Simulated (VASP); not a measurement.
Calculation: LDA (Ceperley-Alder, Perdew-Zunger), VASP's LDA PAW potentials (set 64) (plane waves; VASP).

Input for VASP

**POSCAR**
```
LiI
1
    0.0000000000     3.0143150000     3.0143150000
    3.0143150000     0.0000000000     3.0143150000
    3.0143150000     3.0143150000     0.0000000000
Li I
1 1
Direct
  0.0000000000   0.0000000000   0.0000000000
  0.5000000000   0.5000000000   0.5000000000
```

### KPOINTS
```
Automatic mesh
0
Gamma
5 5 5
0 0 0
```

**INCAR**
```
# general
SYSTEM  = LiI
PREC    = Accurate
ENCUT   = 400
LREAL   = .False.   # projection in real space or not
LASPH   = .True.

# electronic loop
EDIFF   = 1E-6   # SCF stop (eV)
NELM    = 100   # most electronic steps
ALGO    = Normal   # blocked Davidson
LMAXMIX = 4

# smearing
ISMEAR  = 0   # Gaussian
SIGMA   = 0.01   # width (eV)

# ions
ISIF    = 2

# output
LWAVE   = .False.
LCHARG  = .False.
```

POTCAR, in this order: Li_sv I (LDA.64 set). Program: vasp_std.

The run wrote:

OSZICAR:
```
       N       E                     dE             d eps       ncg     rms          rms(c)
DAV:   1     0.343693424769E+02    0.34369E+02   -0.31721E+03   180   0.818E+02
DAV:   2    -0.483045169263E+01   -0.39200E+02   -0.38865E+02   224   0.130E+02
DAV:   3    -0.653883753057E+01   -0.17084E+01   -0.17064E+01   237   0.314E+01
DAV:   4    -0.658136196200E+01   -0.42524E-01   -0.42504E-01   264   0.562E+00
DAV:   5    -0.658186945972E+01   -0.50750E-03   -0.50749E-03   262   0.565E-01    0.224E+00
DAV:   6    -0.656196790642E+01    0.19902E-01   -0.22214E-02   215   0.785E-01    0.139E+00
DAV:   7    -0.655986440953E+01    0.21035E-02   -0.22414E-02   257   0.842E-01    0.269E-01
DAV:   8    -0.655978835677E+01    0.76053E-04   -0.21485E-03   197   0.341E-01    0.394E-02
DAV:   9    -0.655979650327E+01   -0.81465E-05   -0.53830E-05   239   0.628E-02    0.191E-02
DAV:  10    -0.655979930630E+01   -0.28030E-05   -0.23722E-06   231   0.126E-02    0.561E-03
DAV:  11    -0.655979935345E+01   -0.47143E-07   -0.46391E-07   124   0.592E-03
   1 F= -.65597994E+01 E0= -.65597994E+01  d E =-.364567E-19
```

### OUTCAR
```
------------------------ aborting loop because EDIFF is reached ----------------------------------------
  FORCE on cell =-STRESS in cart. coord.  units (eV):
  Direction    XX          YY          ZZ          XY          YZ          ZX
  --------------------------------------------------------------------------------------
  Total       -0.9492700     -0.9492700     -0.9492700      0.0000000      0.0000000      0.0000000
  in kB      -27.7654333    -27.7654333    -27.7654333      0.0000000      0.0000000      0.0000000
  external PRESSURE =     -27.7654333 kB  Pullay stress =       0.0000000 kB
  volume of cell :       54.78
      direct lattice vectors                 reciprocal lattice vectors
     0.000000000  3.014315000  3.014315000    -0.165875166  0.165875166  0.165875166
     3.014315000  0.000000000  3.014315000     0.165875166 -0.165875166  0.165875166
     3.014315000  3.014315000  0.000000000     0.165875166  0.165875166 -0.165875166
 POSITION                                       TOTAL-FORCE (eV/Angst)
 -----------------------------------------------------------------------------------
      0.00000      0.00000      0.00000         0.000000      0.000000     -0.000000
      3.01431      3.01431      3.01431        -0.000000     -0.000000      0.000000
 -----------------------------------------------------------------------------------
    total drift:                                0.000000      0.000000      0.000000
  FREE ENERGIE OF THE ION-ELECTRON SYSTEM (eV)
  ---------------------------------------------------
  free  energy   TOTEN  =        -6.5597993534 eV

  energy  without entropy=       -6.5597993534  energy(sigma->0) =       -6.55979935
```
(Selected blocks of OUTCAR.)

At this cut-off the stress carries a Pulay error, which pulls relaxed volumes low.

The structure comes from a computed database's LiI entry; how it stands against other phases isn't given here. The cell was not relaxed at this level.
